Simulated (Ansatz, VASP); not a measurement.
**Two plane-wave programs on TiC**

```
Ti C
1.0
     0.00000    2.13039    2.13039
     2.13039    0.00000    2.13039
     2.13039    2.13039    0.00000
Ti C
1 1
Direct
  0.00000 0.00000 0.00000
  0.50000 0.50000 0.50000
```

Alike in both runs: functional LDA; k mesh 14 × 14 × 14; occupations gaussian, width 0.1 eV; no spin polarisation.

Ansatz relaxed the structure, and its values are those at the end. VASP's run is a single point on that final structure, the one shown.

```csv
,VASP,Ansatz
version,VASP 6.6.1,Ansatz 0.2.0
potentials or method,"VASP PAW LDA potentials, release 64 (Ti_sv, C)","scalar-relativistic, plane waves, PAW"
plane-wave cutoff (eV),520,420
valence electrons in the cell,16,16
```

```csv
,VASP,Ansatz,Ansatz less VASP
gap on the k mesh at the Fermi level (eV),none,none,-
pressure (GPa),0.7,0.0,-0.70
```

A gap of «none» marks a metal or a gap that the smearing closes. Ansatz warned: «pseudo_functional_mismatch».
